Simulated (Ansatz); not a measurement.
Method: Ansatz, DFT PBE, scalar-relativistic, plane waves, PAW. Settings: cutoff 420 eV, Γ-centred meshes spaced at most about 0.3 Å⁻¹, and about 0.25 Å⁻¹ or finer for metals (2π included), Gaussian smearing. No spin polarisation.

All energies are static (0 K, no zero-point motion). All are two-dimensional sheets, periodic along a and b, with vacuum along c.

Task: Order these relaxed structures of Cu by energy, lowest first, with the energy over the lowest of them.
A.

```
CELL_PARAMETERS angstrom
2.41564 -0.25367 0.00000
-0.98815 2.21884 0.00000
0.00000 0.00000 23.80000
ATOMIC_POSITIONS crystal
Cu 0.00000 0.00000 0.29412
```

B.

```
CELL_PARAMETERS angstrom
2.35442 0.00000 0.00000
0.00000 2.35447 0.00000
0.00000 0.00000 23.80000
ATOMIC_POSITIONS crystal
Cu 0.00000 0.00000 0.29412
```

C.

```
CELL_PARAMETERS angstrom
3.96243 0.00000 0.00000
-1.98121 3.43157 0.00000
0.00000 0.00000 23.80000
ATOMIC_POSITIONS crystal
Cu 0.66667 0.33333 0.29412
Cu 0.33333 0.66667 0.29412
```

Result: A (0 meV/atom), B (322 meV/atom), C (711 meV/atom). Forms: A p6/mmm; B p4/mmm; C p6/mmm. Counting all near atoms (those within 1.25 times the shortest distance at each site): A has Cu 6; B has Cu 4; C has Cu 3. All come from invented guesses. The lowest form computed isn't among them: it has layer group p6/mmm (No. 80), 2.6 Å²/atom and lies 159 meV/atom below the best shown.

Cells relaxed within their symmetry can be saddle points. Some types were kept out of the candidates beforehand, so the set may lack a known form.
